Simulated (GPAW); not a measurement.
The system is MoSe2.

```xyz
6
Lattice="3.2880 0.0000 0.0000 -1.6440 2.8475 0.0000 0.0000 0.0000 12.9000" Properties=species:S:1:pos:R:3 pbc="T T T"
Mo    1.6440    0.9492    9.6750
Mo    0.0000    1.8983    3.2250
Se    1.6440    0.9492    4.8375
Se    0.0000    1.8983   11.2875
Se    1.6440    0.9492    1.6125
Se    0.0000    1.8983    8.0625
```

```yaml
Program: GPAW 26.7.0
Task: relaxation of cell and atoms
Functional: BP86
Potentials_or_basis: PAW data sets generated in the run's folder for this functional
Cutoff: 600 eV
Basis: pw
k_mesh: 6 × 6 × 2
Occupations: fermi-dirac, width 0.05 eV
Spin: no spin polarisation
```

At the start: pressure 8.7 GPa; volume 20.13 Å³/atom.

**Question.** How do energy, volume and symmetry change on relaxing?

**Answer.** Over 16 steps the energy falls by 44.4 meV/atom and the volume is 23.43 Å³/atom (+16.4 %); space group P6_3/mmc (No. 194, to 0.05 Å).

Step by step:
```csv
step,energy change (eV),largest force (eV/Å),pressure (GPa),volume (Å³)
1,0.0000,1.1144,8.75,120.78
2,-0.1035,0.6615,6.19,121.73
3,-0.1844,0.0836,1.87,123.68
4,-0.1880,0.1456,1.40,124.08
5,-0.1978,0.2361,0.39,125.35
6,-0.2082,0.2401,-0.34,126.93
7,-0.2164,0.1411,-0.52,128.36
8,-0.2191,0.0417,-0.23,128.75
9,-0.2204,0.0127,0.04,128.75
10,-0.2227,0.0741,0.40,128.76
11,-0.2276,0.1470,0.86,129.05
12,-0.2366,0.2032,1.26,130.10
13,-0.2494,0.1834,1.24,132.36
14,-0.2607,0.0819,0.67,135.64
15,-0.2651,0.0078,0.14,138.58
16,-0.2665,0.0106,-0.03,140.55
```

Final structure:
```
CELL_PARAMETERS angstrom
3.33632 0.00000 0.00000
-1.66816 2.88934 0.00000
0.00000 0.00000 14.58070
ATOMIC_POSITIONS crystal
Mo 0.66667 0.33333 0.75000
Mo 0.33333 0.66667 0.25000
Se 0.66667 0.33333 0.36421
Se 0.33333 0.66667 0.86422
Se 0.66667 0.33333 0.13578
Se 0.33333 0.66667 0.63579
```

Caveat: the k mesh is coarse; later steps reuse the first step's grids; the volume moved by over 15 % at a fixed basis, so the end points are rough; the volume moved by +16 % from the deposited cell, more than functionals usually miss.
